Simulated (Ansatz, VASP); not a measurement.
CuO (Tenorite) in VASP and in Ansatz

File INCAR:

```
PREC = Accurate
ENCUT = 520
EDIFF = 1E-6
ISMEAR = -1
SIGMA = 0.05
LREAL = F
LASPH = T
NELM = 60
ALGO = Normal
ISIF = 2
LWAVE = F
LCHARG = T
GGA = PS
LELF = T
LVHAR = T
NBANDS = 25
```

Contents of KPOINTS:

```
Automatic mesh
0
Gamma
  10 10 5
```

File POSCAR:

```
CuO
1.0
    2.3755041962     -1.7359473225      0.0000000000
    2.3755041962      1.7359473225      0.0000000000
   -0.8718787375      0.0000000000      5.1260155593
Cu O
2 2
Direct
    0.4968000000      0.0032000000      0.5000000000
    0.0032000000      0.4968000000      0.0000000000
    0.4056000000      0.5714000000      0.7537000000
    0.5714000000      0.4056000000      0.2537000000
```

File input.yaml:

```yaml
crystal:
  lattice:
    - [2.3755041962, -1.7359473225, 0.0]
    - [2.3755041962, 1.7359473225, 0.0]
    - [-0.8718787375, 0.0, 5.1260155593]
  atoms:
    - { symbol: Cu, position: [0.4968, 0.0032, 0.5] }
    - { symbol: Cu, position: [0.0032, 0.4968, 0.0] }
    - { symbol: O, position: [0.4056, 0.5714, 0.7537] }
    - { symbol: O, position: [0.5714, 0.4056, 0.2537] }
kpoints:
  mp_grid: { grid: [10, 10, 5] }
scf:
  occupations: { method: fermi_dirac, width: 0.05 }
hamiltonian:
  xc: pbesol
  pseudopotentials: { kind: all_electron, lapw: { basis_error: 0.002 } }
output:
  forces: true
  stress: true
  eigenvalues: true
```

Change from the starting cell: volume scaled by 1.04.

Alike in both runs: task single point; functional PBEsol; k mesh 10 × 10 × 5; occupations fermi-dirac, width 0.05 eV; no spin polarisation.

|  | VASP | Ansatz |
| --- | --- | --- |
| version | VASP 6.6.1 | Ansatz 0.2.0 |
| potentials or method | VASP PAW PBE potentials, release 64 (Cu, O) | all-electron LAPW, scalar-relativistic |
| plane-wave cutoff (eV) | 520 | see its input |

|  | VASP | Ansatz | Ansatz less VASP |
| --- | --- | --- | --- |
| gap on the k mesh at the Fermi level (eV) | none | none | - |
| pressure (GPa) | -8.3 | -8.9 | -0.64 |
| largest component of the traceless stress (GPa) | 3.29 | 3.59 | +0.299 |
| rms of the force components (eV/Å) | 0.396 | 0.392 | -0.0030 |

Atom by atom the forces differ by 0.018 eV/Å (rms over components). A gap of «none» marks a metal or a gap that the smearing closes. Ansatz ran all-electron here, so the differences hold the error of VASP's frozen core and of both bases.

Caveats: the run has no spin polarisation, though such a crystal can be magnetic; semilocal functionals often make such compounds metallic where correlation or magnetic order opens a gap, which also shifts bond lengths; the PAW data sets were made with another functional, which shifts forces and pressure a little (VASP).
